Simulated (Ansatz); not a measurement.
# The bulk modulus of LiNbO3 from a series of volumes

Reference cell: a COD entry, its atoms then relaxed with PBE in this cell.

```cif
data_LiNbO3
_symmetry_space_group_name_H-M 'R-3c:H'
_symmetry_Int_Tables_number 167
_cell_length_a 5.1378
_cell_length_b 5.1378
_cell_length_c 13.4987
_cell_angle_alpha 90.000
_cell_angle_beta 90.000
_cell_angle_gamma 120.000
loop_
_atom_site_label
_atom_site_type_symbol
_atom_site_symmetry_multiplicity
_atom_site_Wyckoff_symbol
_atom_site_fract_x
_atom_site_fract_y
_atom_site_fract_z
Li Li 6 a 0.0000 0.0000 0.2500
Nb Nb 6 b 0.0000 0.0000 0.0000
O O 18 e 0.0382 0.3333 0.0833
```

One atom of each set is listed; the run and its k-mesh use a cell of 10 atoms with edges of 5.39, 5.39, 5.39 Å.

All values are calculated (Ansatz; DFT, PBE, plane waves and PAW, scalar-relativistic, 420 eV cutoff, Γ-centred 7×7×7 k-points, Fermi–Dirac smearing 0.02 eV), not measured.

The cell is scaled uniformly, and the ions relax again at each size.

| V/V₀ | pressure (GPa) | gap on the k-mesh (eV) |
| --- | --- | --- |
| 0.94 | 22.2 | 2.77 |
| 0.96 | 17.3 | 2.73 |
| 0.98 | 13.0 | 2.70 |
| 1.00 | 9.0 | 2.66 |
| 1.02 | 5.5 | 2.63 |
| 1.04 | 2.3 | 2.57 |
| 1.06 | ? | ? |

Task: Estimate the row at V/V₀ = 1.06 and the bulk modulus.

Result: pressure (GPa): -0.6; gap on the k-mesh (eV): 2.50. Worked: a parabola in ln(V/V₀) through the other 6 rows gives -0.5 GPa there. It crosses zero pressure at V/V₀ = 1.056, the equilibrium volume of this functional, where the bulk modulus is B = −dP/d ln V = 143 GPa. The shape of the cell is held, so in this non-cubic crystal both values are those of uniform scaling, and B is an upper bound to the hydrostatic one. The gap falls as the cell grows, by 0.021 eV per per cent of volume.

This high-symmetry form of LiNbO3 is unstable when cold, to polar shifts of Li and Nb. The symmetry of the cell holds that distortion back, wholly or in part, and it would change the field gradients, the more the larger the distortion.
